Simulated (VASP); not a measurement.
# GaSb (F-43m) in VASP: single point with LDA

Aim: the single point of GaSb with LDA.

All numbers are computed with VASP 6.6.1; they aren't measurements. Logs are shortened: lines on timing, memory, paths and dates and some standing lists are left out, and cuts for length are marked.

**What was measured.**

From a printed reference work, data compilation, for a bulk crystal of GaSb at 4.2 K: band gap 0.811 eV (direct).

How close the calculation comes is told below.

## 1. The cell of the first run

It takes space group F-43m (No. 216, cubic). Conventional cell: a = 6.050 Å, b = 6.050 Å, c = 6.050 Å, α = 90.00°, β = 90.00°, γ = 90.00°. Within 3.5 Å of Ga (site symmetry -43m) lie 4 Sb at 2.62 Å. Within 3.5 Å of Sb (site symmetry -43m) lie 4 Ga at 2.62 Å.

## 2. Single point, LDA

The input, INCAR:

```
SYSTEM = GaSb
  PREC = Accurate
  ENCUT = 500
  EDIFF = 1E-6
  ISMEAR = 0
  SIGMA = 0.1
  LREAL = .False.
  LASPH = .True.
  NELM = 120
  ALGO = Normal
  ISIF = 2
  LWAVE = .False.
  LCHARG = .False.
  NBANDS = 21
  ISYM = 0
  GGA_COMPAT = .False.
```

The input, KPOINTS:

```
Automatic mesh
0
Gamma
  8 6 16
  0 0 0
```

The input, POSCAR:

```
GaSb
1.0
    4.2780911400      0.0000000000      0.0000000000
    0.0000000000      6.0501345112      0.0000000000
    2.1390455700     -3.0250672556      2.1390455700
Ga Sb
1 1
Direct
    0.0000000000      0.0000000000      0.0000000000
    0.5000000000      0.2500000000      0.0000000000
```

Potentials or basis: VASP PAW LDA potentials, release 64 (Ga_d, Sb_d_GW).

Run with:

```sh
cat potpaw_LDA.64/Ga_d/POTCAR potpaw_LDA.64/Sb_d_GW/POTCAR > POTCAR
mpirun -np 1 vasp_std > vasp.out
```

OUTCAR:

```text
SYSTEM = GaSb
   PREC = Accurate
   ENCUT = 500
   EDIFF = 1E-6
   ISMEAR = 0
   LREAL = .False.
   LASPH = .True.
   NELM = 120
   ISIF = 2
   ISYM = 0

 ion  position               nearest neighbor table
   1  0.000  0.000  0.000-   2 2.62   2 2.62   2 2.62   2 2.62
   2  0.500  0.250  0.000-   1 2.62   1 2.62   1 2.62   1 2.62

IMPORTANT INFORMATION: All symmetrisations will be switched off!
NOSYMM: (Re-)initialisation of all symmetry stuff for point group C_1.

----------------------------------------------------------------------------------------

                                     Primitive cell

  volume of cell :      55.3650

  direct lattice vectors                    reciprocal lattice vectors
     4.278091140  0.000000000  0.000000000     0.233749111  0.000000000 -0.233749111
     0.000000000  6.050134511  0.000000000     0.000000000  0.165285581  0.233749111
     2.139045570 -3.025067256  2.139045570     0.000000000  0.000000000  0.467498222

  length of vectors
     4.278091140  6.050134511  4.278091140     0.330571163  0.286283025  0.467498222

  position of ions in fractional coordinates (direct lattice)
     0.000000000  0.000000000  0.000000000
     0.500000000  0.250000000  0.000000000

  ion indices of the primitive-cell ions
   primitive index   ion index
                 1           1
                 2           2

----------------------------------------------------------------------------------------

 KPOINTS: Automatic mesh

Automatic generation of k-mesh.
 Grid dimensions read from file:
 generate k-points for:    8    6   16

 Generating k-lattice:

  Cartesian coordinates                     Fractional coordinates (reciprocal lattice)
     0.029218639  0.000000000 -0.029218639     0.125000000  0.000000000  0.000000000
     0.000000000  0.027547597  0.038958185     0.000000000  0.166666667 -0.000000000
     0.000000000  0.000000000  0.029218639     0.000000000  0.000000000  0.062500000

  Length of vectors
     0.041321395  0.047713837  0.029218639

  Shift w.r.t. Gamma in fractional coordinates (k-lattice)
     0.000000000  0.000000000  0.000000000

 -----------------------------------------------------------------------------
|                                                                             |
|           W    W    AA    RRRRR   N    N  II  N    N   GGGG   !!!           |
|           W    W   A  A   R    R  NN   N  II  NN   N  G    G  !!!           |
|           W    W  A    A  R    R  N N  N  II  N N  N  G       !!!           |
|           W WW W  AAAAAA  RRRRR   N  N N  II  N  N N  G  GGG   !            |
|           WW  WW  A    A  R   R   N   NN  II  N   NN  G    G                |
|           W    W  A    A  R    R  N    N  II  N    N   GGGG   !!!           |
|                                                                             |
|     Your reciprocal lattice and k-lattice belong to different lattice       |
|     classes:                                                                |
|                                                                             |
|        The reciprocal lattice is body-centered cubic,                       |
|        whereas your k-lattice is base centered orthorhombic.                |
|                                                                             |
|     Results are often still useful ...                                      |
|                                                                             |
 -----------------------------------------------------------------------------

 WARNING: IBZKPT: internal override: KBLOWUP is changed to .FALSE.
      ... skipping the blow-up phase ...

 Subroutine IBZKPT returns following result:
 ===========================================

 Found    388 irreducible k-points:

 Following reciprocal coordinates:
            Coordinates               Weight
  0.000000  0.000000  0.000000      1.000000
  0.125000  0.000000  0.000000      2.000000
  0.250000  0.000000  0.000000      2.000000
  0.375000  0.000000  0.000000      2.000000
  0.500000  0.000000  0.000000      1.000000
  0.000000  0.166667  0.000000      2.000000
[... 16 lines left out ...]
  0.125000  0.500000  0.000000      2.000000
  0.250000  0.500000  0.000000      2.000000
 [... further k-points ...]
   k-points           NKPTS =    388   k-points in BZ     NKDIM =    388   number of bands    NBANDS=     21
   number of dos      NEDOS =    301   number of ions     NIONS =      2
   total plane-waves  NPLWV =  49152
   dimension x,y,z NGX =    32 NGY =   48 NGZ =   32
   dimension x,y,z NGXF=    64 NGYF=   96 NGZF=   64
   ions per type =               1   1
   NGX,Y,Z   is equivalent  to a cutoff of  12.44, 13.19, 12.44 a.u.
   NGXF,Y,Z  is equivalent  to a cutoff of  24.87, 26.38, 24.87 a.u.
 SYSTEM =  GaSb
   PREC   = accura    normal or accurate (medium, high low for compatibility)
   ISTART =      0    job   : 0-new  1-cont  2-samecut
   ICHARG =      2    charge: 1-file 2-atom 10-const
   ISPIN  =      1    spin polarized calculation?
   LNONCOLLINEAR =      F non collinear calculations
   LSORBIT =      F    spin-orbit coupling
   LASPH  =      T    aspherical Exc in radial PAW
   ENCUT  =  500.0 eV  36.75 Ry    6.06 a.u.   7.80 11.03  7.80*2*pi/ulx,y,z
   NELM   =    120;   NELMIN=  2; NELMDL= -5     # of ELM steps
   EDIFF  = 0.1E-05   stopping-criterion for ELM
   LREAL  =      F    real-space projection
   EDIFFG = 0.1E-04   stopping-criterion for IOM
   NSW    =      0    number of steps for IOM
   IBRION =     -1    ionic relax: 0-MD 1-quasi-New 2-CG
   NFREE  =      0    steps in history (QN), initial steepest desc. (CG)
   ISIF   =      2    stress and relaxation
   ISYM   =      0    0-nonsym 1-usesym 2-fastsym
   POTIM  = 0.5000    time-step for ionic-motion
   TEBEG  =    0.0;   TEEND  =   0.0 temperature during run
   PSTRESS=    0.0 pullay stress
   NELECT =      28.0000    total number of electrons
   NUPDOWN=      -1.0000    fix difference up-down
   EMIN   =  10.00;   EMAX   =-10.00  energy-range for DOS
   EFERMI =   0.00;   METHOD = LEGACY
   ISMEAR =     0;   SIGMA  =   0.10  broadening in eV -4-tet -1-fermi 0-gaus
   EFERMI_NEDOS =   21; number of points for ismear=-14 and -15
   IALGO  =     38    algorithm
   IMIX   =      4    mixing-type and parameters
     AMIX     =   0.40;   BMIX     =  1.00
     AMIX_MAG =   1.60;   BMIX_MAG =  1.00
  volume/ion in A,a.u.               =      27.68       186.81
  Fermi-wavevector in a.u.,A,eV,Ry     =   1.304315  2.464798 23.146742  1.701238
  Thomas-Fermi vector in A             =   2.435259
   LORBIT       =      0    0 simple, 1 ext, 2 COOP (PROOUT), +10 PAW based schemes
   GGA     = CA    functional components
   LHFCALC =     F    Hartree Fock is set to
   AEXX    =    0.0000 exact exchange contribution
   IVDW    =     0    specifies the selected vdW correction
   LEPSILON=     F    determine dielectric tensor
   LRPA    =     F    only Hartree local field effects (RPA)
 non-spin polarized calculation
 Gauss-broadening in eV      SIGMA  =   0.10
  energy-cutoff  :      500.00
  volume of cell :       55.36
 maximum number of plane-waves:      1424
   NGX = 15   NGY = 21   NGZ = 15

 number of electron      27.9999996 magnetization

 Free energy of the ion-electron system (eV)
  ---------------------------------------------------
  ext. energy  EPLUGINS =         0.00000000
  ---------------------------------------------------
  free energy    TOTEN  =        -8.68378955 eV

  energy without entropy =       -8.68359223  energy(sigma->0) =       -8.68369089

 E-fermi :   4.0185     XC(G=0):  -9.7785

 val. band max:        3.9319639129   @ k =   0.0000   0.0000   0.0000
 cond. band min:       4.0404661951   @ k =   0.0000   0.0000   0.0000
 fundamental gap:      0.1085022822
 Fermi energy:         4.0184866154

 k-point     1 :       0.0000    0.0000    0.0000
  band No.  band energies     occupation
      1     -24.8245      2.00000
      2     -24.8238      2.00000
      3     -24.8237      2.00000
      4     -24.8003      2.00000
      5     -24.7997      2.00000
      6     -11.2693      2.00000
[... 13 lines left out ...]
     20      12.8528      0.00000
     21      12.8530      0.00000

 k-point     2 :       0.1250    0.0000    0.0000
  band No.  band energies     occupation
      1     -24.8247      2.00000
      2     -24.8230      2.00000
      3     -24.8227      2.00000
      4     -24.8002      2.00000
      5     -24.7995      2.00000
      6     -11.2777      2.00000
[... 13 lines left out ...]
     20      10.8246      0.00000
     21      13.0620      0.00000

 k-point     3 :       0.2500    0.0000    0.0000
  band No.  band energies     occupation
      1     -24.8260      2.00000
      2     -24.8206      2.00000
      3     -24.8202      2.00000
      4     -24.8009      2.00000
      5     -24.7983      2.00000
      6     -11.2966      2.00000
[... 13 lines left out ...]
     20      12.9992      0.00000
     21      13.6916      0.00000

 k-point     4 :       0.3750    0.0000    0.0000
  band No.  band energies     occupation
      1     -24.8273      2.00000
      2     -24.8181      2.00000
      3     -24.8177      2.00000
      4     -24.8016      2.00000
      5     -24.7970      2.00000
      6     -11.3135      2.00000
[... 13 lines left out ...]
     20      14.7451      0.00000
     21      15.1046      0.00000

 k-point     5 :       0.5000    0.0000    0.0000
  band No.  band energies     occupation
      1     -24.8278      2.00000
      2     -24.8171      2.00000
      3     -24.8167      2.00000
      4     -24.8019      2.00000
      5     -24.7964      2.00000
      6     -11.3202      2.00000
[... 13 lines left out ...]
     20      14.8671      0.00000
     21      15.6575      0.00000

 k-point     6 :       0.0000    0.1667    0.0000
  band No.  band energies     occupation
      1     -24.8242      2.00000
      2     -24.8229      2.00000
      3     -24.8229      2.00000
      4     -24.8001      2.00000
      5     -24.7995      2.00000
      6     -11.2774      2.00000
[... 13 lines left out ...]
     20      11.6699      0.00000
     21      11.6699      0.00000

 k-point     7 :       0.1250    0.1667    0.0000
  band No.  band energies     occupation
      1     -24.8240      2.00000
      2     -24.8234      2.00000
      3     -24.8231      2.00000
      4     -24.8002      2.00000
      5     -24.7995      2.00000
      6     -11.2755      2.00000
[... 13 lines left out ...]
     20      11.5023      0.00000
     21      11.9149      0.00000
[... 291 lines left out ...]
      1     -24.8240      2.00000
      2     -24.8200      2.00000
      3     -24.8188      2.00000
      4     -24.8000      2.00000
      5     -24.7983      2.00000
      6     -11.3088      2.00000
[... 13 lines left out ...]
     20      12.8726      0.00000
     21      14.3301      0.00000

 k-point    21 :      -0.1250    0.3333    0.0000
  band No.  band energies     occupation
      1     -24.8239      2.00000
      2     -24.8207      2.00000
      3     -24.8201      2.00000
      4     -24.7996      2.00000
      5     -24.7987      2.00000
      6     -11.3018      2.00000
[... 13 lines left out ...]
     20      13.7747      0.00000
     21      14.1578      0.00000

 k-point    22 :       0.0000    0.5000    0.0000
  band No.  band energies     occupation
      1     -24.8237      2.00000
      2     -24.8206      2.00000
      3     -24.8206      2.00000
      4     -24.7993      2.00000
      5     -24.7987      2.00000
      6     -11.3010      2.00000
[... 13 lines left out ...]
     20      13.9839      0.00000
     21      13.9952      0.00000

 k-point    23 :       0.1250    0.5000    0.0000
  band No.  band energies     occupation
      1     -24.8234      2.00000
      2     -24.8208      2.00000
      3     -24.8204      2.00000
      4     -24.7995      2.00000
      5     -24.7988      2.00000
      6     -11.3011      2.00000
[... 13 lines left out ...]
     20      12.2387      0.00000
     21      13.7153      0.00000

 k-point    24 :       0.2500    0.5000    0.0000
  band No.  band energies     occupation
      1     -24.8229      2.00000
      2     -24.8213      2.00000
      3     -24.8203      2.00000
      4     -24.7996      2.00000
      5     -24.7989      2.00000
      6     -11.3012      2.00000
[... 13 lines left out ...]
     20      12.5826      0.00000
     21      14.6725      0.00000

 [... further k-points ...]
[... 5 lines left out ...]
  --------------------------------------------------------------------------------------
  -------------------------------------------------------------------------------------
  Total        0.0164386     -0.0011186      0.0072016     -0.0000056      0.0023601      0.0000029
  in kB        0.4757085     -0.0323698      0.2084027     -0.0001630      0.0682978      0.0000849
  external PRESSURE =       0.2172471 kB  Pullay stress =       0.0000000 kB

 VOLUME and BASIS-vectors are now :
 -----------------------------------------------------------------------------
  energy-cutoff  :      500.00
  volume of cell :       55.36
      direct lattice vectors                 reciprocal lattice vectors
     4.278091140  0.000000000  0.000000000     0.233749111  0.000000000 -0.233749111
     0.000000000  6.050134511  0.000000000     0.000000000  0.165285581  0.233749111
     2.139045570 -3.025067256  2.139045570     0.000000000  0.000000000  0.467498222

 POSITION                                       TOTAL-FORCE (eV/Angst)
 -----------------------------------------------------------------------------------
      0.00000      0.00000      0.00000         0.000002      0.001255      0.000591
      2.13905      1.51253      0.00000        -0.000002     -0.001255     -0.000591
 -----------------------------------------------------------------------------------
    total drift:                                0.000006      0.000002     -0.000005

  FREE ENERGIE OF THE ION-ELECTRON SYSTEM (eV)
  ---------------------------------------------------
  free  energy   TOTEN  =        -8.6837895509 eV

  energy  without entropy=       -8.6835922286  energy(sigma->0) =       -8.68369089
```

Wall time 5 min (1 thread of Intel Xeon Platinum 8259CL at 2.50GHz (Skylake/Cascade Lake), shared host); peak memory 0.6 GiB.

What came out:

```yaml
Free_energy: -8.6838 eV
Pressure: 0.0 GPa
Band_gap_on_the_k_mesh: 0.11 eV
```

Levels at points of the mesh, in eV from the valence-band top:
| k point | band 10 | band 11 | band 12 | band 13 | band 14 | band 15 | band 16 | band 17 | band 18 | band 19 |
| --- | --- | --- | --- | --- | --- | --- | --- | --- | --- | --- |
| (0.00, 0.00, 0.00) | -15.15 | -11.75 | 0.00 | 0.00 | 0.00 | 0.11 | 2.76 | 2.76 | 2.76 | 5.66 |
| (0.50, 0.00, 0.00) | -15.14 | -9.18 | -6.99 | -2.69 | -2.69 | 0.81 | 1.11 | 8.86 | 8.86 | 10.22 |
| (0.00, 0.50, 0.00) | -15.15 | -10.05 | -6.56 | -1.20 | -1.20 | 0.37 | 3.75 | 3.75 | 6.32 | 9.42 |
| (0.50, 0.50, 0.00) | -15.15 | -10.05 | -6.56 | -1.20 | -1.20 | 0.37 | 3.75 | 3.75 | 6.32 | 9.42 |
| (0.00, 0.00, 0.50) | -15.14 | -9.18 | -6.99 | -2.69 | -2.69 | 0.81 | 1.11 | 8.86 | 8.86 | 10.22 |
| (0.50, 0.00, 0.50) | -15.14 | -9.18 | -6.99 | -2.69 | -2.69 | 0.81 | 1.11 | 8.86 | 8.86 | 10.22 |
| (0.00, 0.50, 0.50) | -15.15 | -10.05 | -6.56 | -1.20 | -1.20 | 0.37 | 3.75 | 3.75 | 6.32 | 9.42 |
| (0.50, 0.50, 0.50) | -15.15 | -10.05 | -6.56 | -1.20 | -1.20 | 0.37 | 3.75 | 3.75 | 6.32 | 9.42 |

Caveat: semilocal functionals underestimate gaps, and a narrow one can read as zero; spin-orbit coupling is left out, which moves the levels of the heavy elements.

## 3. How close it comes

Step 2. Against the measured gap of GaSb, 0.811 eV (direct; 4.2 K; a printed reference work, data compilation), the calculated 0.11 eV is off by -0.70 eV. Spin-orbit coupling on Ga, Sb is left out. The value is that of LDA on a finite k mesh, which can miss the band edges, without temperature or zero-point motion. Semilocal functionals fall short of measured gaps as a rule.
